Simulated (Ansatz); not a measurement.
# NbTe2 monolayer (2H): following an unstable mode, part 3 of 3

Aim: this structure of NbTe2 monolayer (2H) is to be tested for unstable modes, and one is followed downhill.

Ansatz 0.2.0; DFT PBE, scalar-relativistic, plane waves, PAW.

So far. Step 5 (Energy along the mode, all amplitudes (two of the runs …): The lowest of the steps tried is at 0.08 Å, 0.395 meV/atom below the parent; the bottom of the well need not coincide with a step. Step 7 (The new phase in its own primitive cell): The largest force component left is 0.53 meV/Å, within the tolerances set.

**8. Modes of the new phase, k-mesh 10×6×1**

A relaxed structure may still be a saddle point, so its zone-centre modes are computed. No field response is asked, since the mesh shows no gap.

input.yaml reads:

```yaml
crystal:
  lattice:
    - [3.6840834839, 0.0, 0.0]
    - [1.0e-10, 6.421934638, 0.0]
    - [0.0, 0.0, 31.0]
  atoms:
    - { symbol: Nb, position: [0.0, 0.3234676746, 0.3225806452] }
    - { symbol: Nb, position: [0.5, 0.8441092806, 0.3225806452] }
    - { symbol: Te, position: [0.5, 0.1676252708, 0.3831494356] }
    - { symbol: Te, position: [0.0, 0.6652529182, 0.3806452903] }
    - { symbol: Te, position: [0.5, 0.1676252708, 0.2620118548] }
    - { symbol: Te, position: [0.0, 0.6652529182, 0.2645160001] }
  periodic: [true, true, false]
kpoints:
  mp_grid: { grid: [10, 6, 1] }
hamiltonian:
  xc: pbe
scf:
  occupations: { method: methfessel_paxton, width: 0.15 }
output:
  eigenvalues: true
phonons:
  method: dfpt
```

Command:

```bash
> ansatz run input.yaml --threads 8 --pin off --max-ram 14336MiB --backend cpu --events-out ev --progress --plain --runs-dir out
```

Numbers of over 12 decimals in the logs are rounded to 6 here.

Output:

```text
[...]
Crystal: 6 atoms, lattice volume = 733.427 Å³
Basis set: ecut = 420 eV, 14387 PW (Γ), exchange–correlation on 50×90×432 points (8 copies of the dense FFT grid, shifted against one another)
Bands: 54, of which v1, the nominal top of the filled ones, is band 45 counted from 1 (44 counted from 0)
Symmetry: 4 space group operations
k-points: 24 of 60 (irreducible under 2 space group operations, time reversal used)
[...]
SCF iter   1: F=—  HF=-37026.959448 eV  |F-HF|=—  |Δ(HF+E_count)|=         —  Δρ=2.95e-3  dr2=1.83e-1  ethr=1.77e-3  ⟨swp⟩=14.8  Hψ=7275  notcnv=0
[...]
SCF iter  13: F=-37026.954547 eV  HF=-37026.954547 eV  |F-HF|=4.37e-11  |Δ(HF+E_count)|=  8.59e-10  S|Δr|=    0.00e0  Δρ=1.06e-8  dr2=9.20e-13  ethr=1.00e-12  ⟨swp⟩=20.8  Hψ=9404  notcnv=0
SCF 1 converged in 13 iterations: F = -37026.954547 eV  dr2 = 9.20e-13
[...]
DFPT response loops at Γ: preconditioner auto → none (partly filled bands, converged f_vac=0.748); β = 0.50; Broyden in place of MSR1
SCF converged after 13 iterations
[...]
Free energy (F): -37026.954547 eV
[...]
Internal energy: -37026.952134 eV  (E = F + TS)
E sigma→0 (E₀):  -37026.953944 eV
Entropy (-TS):   -0.002413 eV (-0.402 meV/atom)
Fermi energy:    -5.025391 eV
[...]
--- Band table (eV; the first three rows and the last of 24) ---
  k-point 0: bands = [... 41 lower, -5.4604, -5.4405, -5.3313, -5.3012, -4.7555, -3.0036, -2.7106, -2.0900, ... 5 higher]
  k-point 1: bands = [... 41 lower, -5.5740, -5.4700, -5.3984, -5.3557, -4.7843, -2.9967, -2.8341, -2.3385, ... 5 higher]
  k-point 2: bands = [... 41 lower, -5.8884, -5.6339, -5.5190, -5.4112, -4.9182, -3.0921, -2.9329, -2.6850, ... 5 higher]
  k-point 23: bands = [... 41 lower, -6.0620, -5.4900, -5.4117, -5.2579, -5.2368, -3.0700, -2.9430, -2.6395, ... 5 higher]
  ° read free of the cell's end (the report's vacuum.weakly_bound_levels)
--- Phonons (Γ-DFPT): 18 representative perturbations + reference, on 24 of 60 k-points (Σ response iterations 91) ---
  ASR residual: 9.431e-5 → 0.000e0 eV/Å²; symmetrization residual: 5.509e-5 eV/Å²
[...]
ASR residual per site (eV/Å²): 4.54e-5 9.43e-5 6.36e-5 3.64e-5 6.23e-5 4.18e-5
  Γ frequencies (cm⁻¹): 0.00 0.00 0.00 64.06 68.57 78.40 89.70 91.20 107.61 127.89 137.71 141.79 156.05 193.24 197.61 199.92 202.82 237.27
  non-analytic LO–TO correction: not included (Born effective charges unavailable; polar crystals: no LO–TO splitting at Γ)
```

Run time: 6.6 min. Hardware: 8 threads of Arm Neoverse V2, shared host; peak memory 4.4 GiB; 50 min of CPU time.

This step gave:

- sum-rule residual before enforcement: 9.43e-5 eV/Å²
- point group: mm2
- highest optical mode at the zone centre (no LO-TO term): 237.3 cm⁻¹
- lowest optical zone-centre mode: 64.06 cm⁻¹

Patterns of degenerate modes are one choice out of their space. The modes at Γ (shares of kinetic energy by element, %):

```csv
mode,frequency (cm⁻¹),symmetry,Nb %,Te %
1,0.0,acoustic,27,73
2,0.0,acoustic,27,73
3,0.0,acoustic,27,73
4,64.1,A1,38,62
5,68.6,B1,35,65
6,78.4,B2,29,71
7,89.7,A2,0,100
8,91.2,B2,1,99
9,107.6,A2,0,100
10,127.9,B2,1,99
11,137.7,B1,65,35
12,141.8,A1,0,100
13,156.1,A1,0,100
14,193.2,A1,65,35
15,197.6,B1,73,27
16,199.9,B2,69,31
17,202.8,A1,69,31
18,237.3,B2,73,27
```

Displacements in mode 4 (64.1 cm⁻¹), the largest set to 1:
```
Nb1  0.00 -0.94  0.00
Nb2  0.00  1.00  0.00
Te3  0.00  0.14  0.70
Te4  0.00 -0.17 -0.75
Te5  0.00  0.14 -0.70
Te6  0.00 -0.17  0.75
```

Displacements in mode 17 (202.8 cm⁻¹), the largest set to 1:
```
Nb1  0.00  0.34  0.00
Nb2  0.00  1.00  0.00
Te3  0.00 -0.24 -0.17
Te4  0.00 -0.25  0.18
Te5  0.00 -0.24  0.17
Te6  0.00 -0.25 -0.18
```

Before it was imposed, the acoustic sum rule was missed by 9.4e-5 eV/Å². Small misses are needed for a sound result but don't prove that mesh and cutoff are converged. The lowest optical mode is real, 64.1 cm⁻¹.

**9. The phases reached**

The phases reached along the modes that were followed are set side by side.

Energies are those of the first relaxation, on the mesh of the frozen mode; space group, volume and gap are those of the last relaxation. Phases, by row:

| mode frozen in | space group | energy from parent (meV/atom) | volume (Å³/atom) | gap on mesh (eV) | lowest zone-centre optical mode (cm⁻¹) | largest shift (Å) |
| --- | --- | --- | --- | --- | --- | --- |
| parent | P-6m2 | 0 | 122.1 | 0 | – | – |
| q = (0, -0.5, 0), 34i cm⁻¹ | Pmm2 | -0.65 | 122.2 | 0 | 64.1 | 0.069 |

**10. Summary of results**

```yaml
unstable_mode_of_the_parent: q = (0, -0.5, 0), 34i cm⁻¹
depth_at_the_lowest_point_sampled: 0.395 meV/atom
largest_atomic_shift_at_that_point: 0.08 Å
space_group_reached: Pmm2
energy_gained_over_the_parent_first_relaxation_on_the_mesh_of_the_frozen_mode: 0.647 meV/atom
area_per_atom_phase_reached: 3.94 Å²
lowest_optical_zone_centre_mode_phase_reached: 64.1 cm⁻¹
highest_optical_mode_at_the_zone_centre_no_lo_to_term_phase_reached: 237 cm⁻¹
```

What this shows: Along this mode the structure falls into Pmm2, 0.647 meV/atom below the parent. At the parent's cell the well is 0.395 meV/atom deep on the steps tried, with its lowest point at a shift of 0.08 Å. Relaxing atoms and cell changes the gain by +0.25 meV/atom against the lowest step (energies at zero smearing). The new phase has no imaginary mode at the zone centre of its cell; other wavevectors were not checked. So shallow a well is near the error of the k mesh. Each path keeps the symmetry of its pattern, so a lower phase may lie along a pattern not tried. With no gap, or one that is small against the smearing, the frequencies hang on the k mesh and the smearing, most of all near Kohn anomalies. The phonon runs are without spin polarisation, although the cell has an odd electron count. In a sheet or slab the interpolated bending branch near Γ is rough, since the rotational sum rule isn't imposed. Spin-orbit coupling is left out, which can matter for the heavy elements here. The starting cell was built on a prototype and not taken from a measurement.

[Logs are printed without paths, hosts, clocks, repeated set-up lines and the standing remarks that a program may print on its own settings, such as how far it seeks lower states.]

[Hosts, paths, dates, database ids (printed as entryN), source tags and the programs' standing remarks are cut or masked in the printed files.]
